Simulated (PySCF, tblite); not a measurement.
# methyl vinyl ketone (C₄H₆O): dynamics, then NMR shifts and electronic excitations on frames, part 2 of 2

tblite 0.8.0 and PySCF 2.14.0. Atoms count from 0.

### Step 8. Excited states and response: 625 fs, PBE0/def2-SVPD

Job settings and geometry (Å):

```
{"job": {"kind": "uv", "xc": "PBE0", "basis": "def2-SVPD", "nstates": 5, "ntriplets": 0}, "charge": 0, "multiplicity": 1}
C      1.731900    -2.565300     0.723900
C      1.620200    -1.199800     0.788100
C      0.428700    -0.486100     0.444600
C     -0.037800    -0.504300    -0.979600
O      0.036200     0.232200     1.310000
H      1.188900    -3.126900    -0.036600
H      2.359700    -3.041200     1.438700
H      2.152500    -0.750900     1.651800
H     -0.229100    -1.601200    -1.071400
H      0.932400    -0.105200    -1.575400
H     -0.813500     0.168300    -1.270200
```

Level: TDDFT PBE0/def2-SVPD, vertical, gas phase, core orbitals frozen in the response.

Log:

```text
coarse grid: 9152 points
cycle   1  E = -230.6112789058  dE =  6.206e-01  |g| = 7.354e-01  |ddm| = 4.298e+00
cycle   2  E = -230.0643229469  dE =  5.470e-01  |g| = 1.758e+00  |ddm| = 2.569e+00
cycle   3  E = -230.7191757469  dE = -6.549e-01  |g| = 1.836e-01  |ddm| = 2.013e+00
cycle   4  E = -230.7271561805  dE = -7.980e-03  |g| = 7.295e-02  |ddm| = 4.872e-01
cycle   5  E = -230.7282803459  dE = -1.124e-03  |g| = 3.254e-02  |ddm| = 1.298e-01
cycle   6  E = -230.7285456254  dE = -2.653e-04  |g| = 6.856e-03  |ddm| = 4.914e-02
cycle   7  E = -230.7285585295  dE = -1.290e-05  |g| = 1.454e-03  |ddm| = 1.108e-02
cycle   8  E = -230.7285590971  dE = -5.676e-07  |g| = 4.673e-04  |ddm| = 2.820e-03
final grid: 88272 points
cycle   9  E = -230.7681076781  dE = -1.285e-05  |g| = 1.031e-02  |ddm| = 8.902e-02
cycle  10  E = -230.7680430248  dE =  6.465e-05  |g| = 2.072e-02  |ddm| = 3.429e-02
cycle  11  E = -230.7681297382  dE = -8.671e-05  |g| = 1.595e-03  |ddm| = 2.202e-02
cycle  12  E = -230.7681303473  dE = -6.091e-07  |g| = 1.669e-04  |ddm| = 2.603e-03
cycle  13  E = -230.7681303501  dE = -2.821e-09  |g| = 1.269e-04  |ddm| = 4.327e-04
cycle  14  E = -230.7681303543  dE = -4.169e-09  |g| = 2.910e-05  |ddm| = 2.068e-04
cycle  15  E = -230.7681303545  dE = -2.370e-10  |g| = 5.528e-06  |ddm| = 6.762e-05
converged SCF energy = -230.7681303545

Static polarisability (au): isotropic 54.080, principal 41.953 52.490 67.796

Singlet excitations
state   eV       nm        f      main configurations
  1   4.0674    304.8   0.00848   H->L 0.88
  2   5.7586    215.3   0.03577   H->L+1 0.57, H-1->L 0.34
  3   6.2912    197.1   0.23018   H-1->L 0.48, H->L+1 0.26, H->L 0.08
  4   6.9976    177.2   0.02146   H->L+2 0.81, H->L+1 0.08
  5   7.0864    175.0   0.08484   H-1->L+1 0.51, H-2->L 0.34, H-1->L 0.08
```

Run time: 20 s. Hardware: 1 thread of Arm Neoverse N1, shared host; peak memory 0.63 GiB.

Key values: HOMO -7.35 eV, LUMO -1.48 eV; lowest singlet 4.07 eV.

### Step 9. NMR shieldings: 800 fs, PBE0/pcSseg-1

Job settings and geometry (Å):

```
{"job": {"kind": "nmr", "xc": "PBE0", "basis": "pcSseg-1", "pop": false}, "charge": 0, "multiplicity": 1}
C      1.563800    -1.798400     0.843000
C      0.612500    -0.932300     0.986800
C     -0.265900    -0.323300    -0.040200
C      0.266600    -0.662600    -1.572900
O     -1.052300     0.587500     0.158800
H      1.892200    -2.232700    -0.159600
H      2.354200    -1.790500     1.672100
H      0.205800    -0.755500     1.963000
H      0.037200    -1.777400    -1.774400
H      1.269500    -0.443700    -1.550500
H     -0.337000    -0.080400    -2.252300
```

With the program's defaults for keys left out, this is: GIAO PBE0/pcSseg-1 NMR shielding, non-relativistic, gas phase.

Log:

```text
coarse grid: 9152 points
cycle   1  E = -230.7271536945  dE =  5.215e-01  |g| = 7.762e-01  |ddm| = 2.874e+00
cycle   2  E = -230.3071191633  dE =  4.200e-01  |g| = 1.646e+00  |ddm| = 2.263e+00
cycle   3  E = -230.8452527433  dE = -5.381e-01  |g| = 1.756e-01  |ddm| = 1.792e+00
cycle   4  E = -230.8522902912  dE = -7.038e-03  |g| = 5.939e-02  |ddm| = 1.808e-01
cycle   5  E = -230.8530690792  dE = -7.788e-04  |g| = 1.516e-02  |ddm| = 5.685e-02
cycle   6  E = -230.8531178972  dE = -4.882e-05  |g| = 6.391e-03  |ddm| = 1.693e-02
cycle   7  E = -230.8531274283  dE = -9.531e-06  |g| = 1.981e-03  |ddm| = 6.366e-03
final grid: 88272 points
cycle   8  E = -230.8953052401  dE = -4.200e-06  |g| = 1.376e-02  |ddm| = 2.325e-02
cycle   9  E = -230.8951830653  dE =  1.222e-04  |g| = 2.880e-02  |ddm| = 2.976e-02
cycle  10  E = -230.8953416323  dE = -1.586e-04  |g| = 1.851e-03  |ddm| = 2.155e-02
cycle  11  E = -230.8953423801  dE = -7.478e-07  |g| = 2.676e-04  |ddm| = 1.459e-03
cycle  12  E = -230.8953423933  dE = -1.327e-08  |g| = 1.333e-04  |ddm| = 2.869e-04
cycle  13  E = -230.8953423975  dE = -4.186e-09  |g| = 3.996e-05  |ddm| = 1.285e-04
cycle  14  E = -230.8953423979  dE = -4.014e-10  |g| = 9.870e-06  |ddm| = 4.520e-05
converged SCF energy = -230.8953423979

GIAO shielding tensors (ppm)
atom      isotropic    diamagn.    paramagn.     s11        s22        s33       span
  0 C       48.085     257.658    -209.573    -65.102     51.337    158.019    223.120
  1 C       44.483     258.031    -213.548    -53.395     51.174    135.672    189.067
  2 C      -23.801     249.341    -273.142   -108.643    -51.727     88.966    197.610
  3 C      148.458     254.296    -105.839    123.590    139.906    181.876     58.286
  4 O     -390.344     402.374    -792.718  -1054.453   -427.295    310.717   1365.170
  5 H       24.332      29.612      -5.280     22.405     24.089     26.503      4.098
  6 H       24.373      26.001      -1.628     22.935     23.504     26.679      3.744
  7 H       25.755      32.102      -6.347     23.744     24.742     28.778      5.034
  8 H       27.920      28.986      -1.066     24.805     28.236     30.718      5.913
  9 H       30.150      33.927      -3.776     26.866     31.196     32.388      5.522
 10 H       29.744      30.909      -1.165     27.229     28.395     33.607      6.378
```

It took 12 s on 1 thread of Arm Neoverse N1, shared host; peak memory 0.56 GiB.

In short: δ C2 210.7, C1 142.4, C0 138.8, C3 38.5, H5 7.38, H6 7.34 ppm.

### Step 10. TDDFT and polarisability: 800 fs, PBE0/def2-SVPD

Settings changed since step 9:

```diff
@@ -1,2 +1,2 @@
-{"job": {"kind": "nmr", "xc": "PBE0", "basis": "pcSseg-1", "pop": false}, "charge": 0, "multiplicity": 1}
+{"job": {"kind": "uv", "xc": "PBE0", "basis": "def2-SVPD", "nstates": 5, "ntriplets": 0}, "charge": 0, "multiplicity": 1}
 C      1.563800    -1.798400     0.843000
```

Method: TDDFT PBE0/def2-SVPD, vertical, gas phase, core orbitals frozen in the response.

Log:

```text
coarse grid: 9152 points
cycle   1  E = -230.6015872881  dE =  4.792e-01  |g| = 7.447e-01  |ddm| = 4.458e+00
cycle   2  E = -230.1786637197  dE =  4.229e-01  |g| = 1.620e+00  |ddm| = 2.912e+00
cycle   3  E = -230.7157279562  dE = -5.371e-01  |g| = 1.654e-01  |ddm| = 2.284e+00
cycle   4  E = -230.7221089402  dE = -6.381e-03  |g| = 5.746e-02  |ddm| = 3.085e-01
cycle   5  E = -230.7228705064  dE = -7.616e-04  |g| = 1.480e-02  |ddm| = 9.303e-02
cycle   6  E = -230.7229205396  dE = -5.003e-05  |g| = 6.042e-03  |ddm| = 2.811e-02
cycle   7  E = -230.7229293873  dE = -8.848e-06  |g| = 1.734e-03  |ddm| = 9.787e-03
final grid: 88272 points
cycle   8  E = -230.7644473791  dE = -1.374e-05  |g| = 1.254e-02  |ddm| = 9.260e-02
cycle   9  E = -230.7643410731  dE =  1.063e-04  |g| = 2.627e-02  |ddm| = 3.879e-02
cycle  10  E = -230.7644791248  dE = -1.381e-04  |g| = 1.730e-03  |ddm| = 2.691e-02
cycle  11  E = -230.7644798102  dE = -6.854e-07  |g| = 2.514e-04  |ddm| = 2.438e-03
cycle  12  E = -230.7644798235  dE = -1.334e-08  |g| = 1.162e-04  |ddm| = 5.973e-04
cycle  13  E = -230.7644798265  dE = -2.990e-09  |g| = 4.620e-05  |ddm| = 2.204e-04
cycle  14  E = -230.7644798271  dE = -5.643e-10  |g| = 9.427e-06  |ddm| = 8.645e-05
converged SCF energy = -230.7644798271

Static polarisability (au): isotropic 54.984, principal 37.685 55.729 71.538

Singlet excitations
state   eV       nm        f      main configurations
  1   3.3300    372.3   0.00084   H->L 0.97
  2   5.8244    212.9   0.17981   H-1->L 0.80, H-2->L 0.08
  3   6.5501    189.3   0.05445   H->L+2 0.55, H->L+1 0.33
  4   6.9511    178.4   0.01067   H->L+1 0.56, H->L+2 0.29
  5   7.0929    174.8   0.12810   H-2->L 0.45, H-3->L 0.33, H-1->L 0.09
```

Run time: 21 s. Hardware: 1 thread of Arm Neoverse N1, shared host; peak memory 0.63 GiB.

In short: HOMO -7.30 eV, LUMO -2.07 eV; lowest singlet 3.33 eV.

### Step 11. NMR shieldings: 1000 fs, PBE0/pcSseg-1

Job settings and geometry (Å):

```
{"job": {"kind": "nmr", "xc": "PBE0", "basis": "pcSseg-1", "pop": false}, "charge": 0, "multiplicity": 1}
C      0.729700    -1.774200     1.050700
C     -0.285700    -0.893700     0.825300
C     -0.518400    -0.257900    -0.501900
C     -0.368400    -1.271900    -1.685700
O     -0.648100     0.902200    -0.665400
H      1.437800    -1.964000     0.154600
H      1.115700    -2.209100     2.059900
H     -0.841600    -0.550900     1.671300
H      0.481600    -1.028100    -2.313000
H     -1.246200    -1.195200    -2.319300
H     -0.024300    -2.267100    -1.250900
```

Level: GIAO PBE0/pcSseg-1 NMR shielding, non-relativistic, gas phase.

Log:

```text
coarse grid: 9152 points
cycle   1  E = -230.7482715791  dE =  5.264e-01  |g| = 7.594e-01  |ddm| = 2.837e+00
cycle   2  E = -230.3957607173  dE =  3.525e-01  |g| = 1.544e+00  |ddm| = 2.102e+00
cycle   3  E = -230.8591647101  dE = -4.634e-01  |g| = 1.561e-01  |ddm| = 1.635e+00
cycle   4  E = -230.8647837388  dE = -5.619e-03  |g| = 5.025e-02  |ddm| = 1.618e-01
cycle   5  E = -230.8653773602  dE = -5.936e-04  |g| = 7.749e-03  |ddm| = 4.092e-02
cycle   6  E = -230.8653893107  dE = -1.195e-05  |g| = 2.867e-03  |ddm| = 6.910e-03
cycle   7  E = -230.8653912144  dE = -1.904e-06  |g| = 6.166e-04  |ddm| = 3.739e-03
final grid: 88272 points
cycle   8  E = -230.9066137389  dE = -5.551e-06  |g| = 1.139e-02  |ddm| = 1.913e-02
cycle   9  E = -230.9065436269  dE =  7.011e-05  |g| = 2.243e-02  |ddm| = 2.328e-02
cycle  10  E = -230.9066390596  dE = -9.543e-05  |g| = 1.423e-03  |ddm| = 1.660e-02
cycle  11  E = -230.9066395112  dE = -4.516e-07  |g| = 1.243e-04  |ddm| = 1.117e-03
cycle  12  E = -230.9066395145  dE = -3.335e-09  |g| = 5.108e-05  |ddm| = 1.871e-04
cycle  13  E = -230.9066395150  dE = -5.415e-10  |g| = 2.088e-05  |ddm| = 6.291e-05
converged SCF energy = -230.9066395150

GIAO shielding tensors (ppm)
atom      isotropic    diamagn.    paramagn.     s11        s22        s33       span
  0 C       37.061     258.421    -221.360    -88.998     43.936    156.245    245.243
  1 C       31.657     258.389    -226.732    -84.409     39.628    139.752    224.161
  2 C      -10.394     247.206    -257.600    -92.988    -29.462     91.269    184.257
  3 C      152.066     254.214    -102.148    129.148    140.502    186.548     57.400
  4 O     -307.155     403.143    -710.298   -920.245   -376.786    375.567   1295.813
  5 H       24.292      30.451      -6.159     21.109     23.971     27.795      6.686
  6 H       23.490      27.210      -3.720     21.011     24.077     25.383      4.372
  7 H       25.123      31.899      -6.776     21.956     25.327     28.085      6.129
  8 H       29.478      30.830      -1.352     26.841     28.271     33.322      6.481
  9 H       29.389      28.397       0.992     26.964     27.524     33.678      6.714
 10 H       27.241      29.335      -2.094     23.745     27.390     30.588      6.843
```

Wall time 12 s (1 thread of Arm Neoverse N1, shared host); peak memory 0.56 GiB.

In short: δ C2 197.3, C1 155.3, C0 149.9, C3 34.9, H6 8.23, H5 7.43 ppm.

### Step 12. Excited states and response: 1000 fs, PBE0/def2-SVPD

Settings changed since step 11:

```diff
@@ -1,2 +1,2 @@
-{"job": {"kind": "nmr", "xc": "PBE0", "basis": "pcSseg-1", "pop": false}, "charge": 0, "multiplicity": 1}
+{"job": {"kind": "uv", "xc": "PBE0", "basis": "def2-SVPD", "nstates": 5, "ntriplets": 0}, "charge": 0, "multiplicity": 1}
 C      0.729700    -1.774200     1.050700
```

With the program's defaults for keys left out, this is: TDDFT PBE0/def2-SVPD, vertical, gas phase, core orbitals frozen in the response.

Log:

```text
coarse grid: 9152 points
cycle   1  E = -230.6241547861  dE =  4.832e-01  |g| = 7.266e-01  |ddm| = 4.095e+00
cycle   2  E = -230.2694786994  dE =  3.547e-01  |g| = 1.518e+00  |ddm| = 2.545e+00
cycle   3  E = -230.7311418165  dE = -4.617e-01  |g| = 1.450e-01  |ddm| = 1.927e+00
cycle   4  E = -230.7360995839  dE = -4.958e-03  |g| = 4.831e-02  |ddm| = 2.481e-01
cycle   5  E = -230.7366754134  dE = -5.758e-04  |g| = 6.088e-03  |ddm| = 6.751e-02
cycle   6  E = -230.7366823809  dE = -6.968e-06  |g| = 2.745e-03  |ddm| = 1.242e-02
final grid: 88272 points
cycle   7  E = -230.7771869546  dE = -9.135e-07  |g| = 1.251e-02  |ddm| = 7.392e-02
cycle   8  E = -230.7770940292  dE =  9.293e-05  |g| = 2.484e-02  |ddm| = 3.674e-02
cycle   9  E = -230.7772192933  dE = -1.253e-04  |g| = 1.405e-03  |ddm| = 2.485e-02
cycle  10  E = -230.7772197341  dE = -4.408e-07  |g| = 1.954e-04  |ddm| = 1.862e-03
cycle  11  E = -230.7772197394  dE = -5.267e-09  |g| = 1.351e-04  |ddm| = 4.434e-04
cycle  12  E = -230.7772197442  dE = -4.832e-09  |g| = 2.366e-05  |ddm| = 1.947e-04
cycle  13  E = -230.7772197444  dE = -1.531e-10  |g| = 5.416e-06  |ddm| = 4.573e-05
converged SCF energy = -230.7772197444

Static polarisability (au): isotropic 54.003, principal 40.347 53.331 68.330

Singlet excitations
state   eV       nm        f      main configurations
  1   3.9174    316.5   0.00054   H->L 0.95
  2   5.8920    210.4   0.15349   H-1->L 0.82, H->L+1 0.10
  3   6.2212    199.3   0.03426   H->L+1 0.73, H->L+2 0.09
  4   7.0694    175.4   0.01115   H->L+2 0.85, H->L+1 0.08
  5   7.2333    171.4   0.01300   H-2->L 0.48, H-3->L 0.39
```

Run time: 21 s. Hardware: 1 thread of Arm Neoverse N1, shared host; peak memory 0.63 GiB.

In short: HOMO -7.44 eV, LUMO -1.62 eV; lowest singlet 3.92 eV.

### Step 13. Run by run: NMR shifts

Shifts (ppm) of some atoms, chosen among heavy atoms and hydrogens apart, with basis size and wall time:

```csv
frame,C2,C1,C0,C3,H6,H9,O4,functions,time
250 fs,209.2,165.1,130.0,27.3,5.20,1.37,710.7,115,16 s
425 fs,207.5,163.6,130.6,30.0,5.47,1.54,686.8,115,12 s
625 fs,193.9,162.1,140.0,34.0,6.33,4.82,642.0,115,13 s
800 fs,210.7,142.4,138.8,38.5,7.34,1.57,726.4,115,12 s
1000 fs,197.3,155.3,149.9,34.9,8.23,2.33,643.2,115,12 s
```

### Step 14. Run by run: electronic excitations

Excitations and ground-state properties, with basis size and wall time:

```csv
frame,lowest singlet (eV),brightest (eV),f,gap (eV),α (Å³),μ (D),functions,time
250 fs,3.79,5.95,0.226,5.78,7.95,3.14,151,23 s
425 fs,3.77,6.31,0.291,5.75,7.83,2.98,151,20 s
625 fs,4.07,6.29,0.230,5.87,8.01,2.84,151,20 s
800 fs,3.33,5.82,0.180,5.23,8.15,3.27,151,21 s
1000 fs,3.92,5.89,0.153,5.81,8.00,2.86,151,21 s
```

### Step 15. Results

This closing draws on all 2 parts.

```
                                      quantity                                   value
                                    thermostat                                   600 K
                 mean temperature, second half                                   737 K
       mean potential energy above the minimum                                 0.89 eV
¹³C shifts against TMS (PBE0/pcSseg-1, 250 fs)           209.2, 165.1, 130.0, 27.3 ppm
 ¹H shifts against TMS (PBE0/pcSseg-1, 250 fs)  8.58, 5.53, 5.20, 3.01, 2.84, 1.37 ppm
¹⁷O shifts against H2O (PBE0/pcSseg-1, 250 fs)                               710.7 ppm
         surface potential, 1st and 99th percentile                      -1.66 V and 1.31 V
       lowest singlet (PBE0/def2-SVPD, 250 fs)             3.79 eV (327 nm), f = 0.000
      brightest single state of those computed             state 2, 5.95 eV, f = 0.226
                      range of the shift of O4                      642.0 to 726.4 ppm
                   range of the lowest singlet                         3.33 to 4.07 eV
```

**Reading.** In the second half the potential energy averages 0.89 eV above the minimum; equipartition over 27 harmonic modes at 600 K would give 0.70 eV. With 11 atoms the temperature swings widely (408 to 1248 K). Shifts at one fixed geometry are not the observed spectrum, which averages over the motion. In the first frame run (250 fs): Shielding is most anisotropic at O4 (span 1245 ppm, paramagnetic term -777 ppm). By nearest atom (PBE0/pcSseg-1), the HOMO sits on O4 60 %; C1 12 % and the LUMO on C0, C2 about 23 % each; O4 21 %. The lowest singlet, at 3.79 eV, is HOMO→LUMO 0.96 and is dark; of the 5 states computed, the strongest absorption comes from state 2 at 5.95 eV. Across the 5 runs the shift of O4 moves most, between 642.0 (625 fs) and 726.4 ppm (800 fs). The lowest singlet runs from 3.33 eV (800 fs) to 4.07 eV (625 fs), while the orbital gap spans 5.23 to 5.87 eV. The lowest state need not be the same one in every run.
